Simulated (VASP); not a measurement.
Write the native input for VASP 6.6.1 that does the following.

* Task: work function
* Functional: PBEsol
* Potentials or basis: VASP PAW PBE potentials, release 64 (S, Mo_sv)
* Cutoff: 520 eV
* k mesh: 12 × 12 × 1
* Occupations: gaussian, width 0.03 eV
* Spin: non-collinear spin, zero start, spin-orbit coupling
* Starting moments: [[0.0, 0.0, 0.0], [0.0, 0.0, 0.0], [0.0, 0.0, 0.0]] μB
* Dipole correction: yes
* Further INCAR settings: ALGO = Normal; EDIFF = 1e-07

The structure of MoS2 lies in POSCAR:

```
MoS2                                    
1.0
    3.1167047338      0.0000000000      0.0000000000
   -1.5583523669      2.6991454756      0.0000000000
    0.0000000000      0.0000000000     19.1200000000
  S               Mo            
     2     1
Direct
     0.6666669999999968    0.3333330000000032    0.4181986719451019
     0.6666669999999968    0.3333330000000032    0.5818013280548981
     0.3333330000000032    0.6666669999999968    0.5000000000000000
```

The cell was built by a generator and needn't be a form met in nature.

One way to write it, as run:

INCAR

```
PREC = Accurate ; ENCUT = 520
EDIFF = 1E-7 ; ISMEAR = 0
SIGMA = 0.03 ; LREAL = F
LASPH = T ; NELM = 100
ALGO = Normal ; ISIF = 2
LWAVE = F ; LCHARG = T
MAGMOM = 0 0 0 0 0 0 0 0 0 ; LORBIT = 11
LSORBIT = T ; GGA_COMPAT = F
LMAXMIX = 4 ; LDIPOL = T
IDIPOL = 3 ; DIPOL = 0.5 0.5 0.500
GGA = PS ; LVHAR = T
LVACPOTAV = T ; KPAR = 4
```

KPOINTS

```
Automatic mesh
0
Gamma
  12 12 1
```

Potentials or basis: VASP PAW PBE potentials, release 64 (S, Mo_sv).

Run with:

```console
$ cat potpaw_PBE.64/S/POTCAR potpaw_PBE.64/Mo_sv/POTCAR > POTCAR
$ mpirun -np 4 vasp_ncl > vasp.out
```

It gave:

```json
{"Largest force": "0.057 eV/Å", "Net moment": "0.00 μB per cell", "Valence electrons inside the program's atomic spheres": "S 3.69; Mo 12.56", "Work function of the upper face": "5.72 eV", "Work function of the lower face": "5.72 eV"}
```

Caveat: the PAW data sets were made with another functional, which shifts forces and pressure a little.

Wall time 2.8 min on 4 MPI ranks on Intel(R) Xeon(R) Platinum 8488C (Sapphire Rapids) (shared host), peak memory 0.81 GiB a rank.
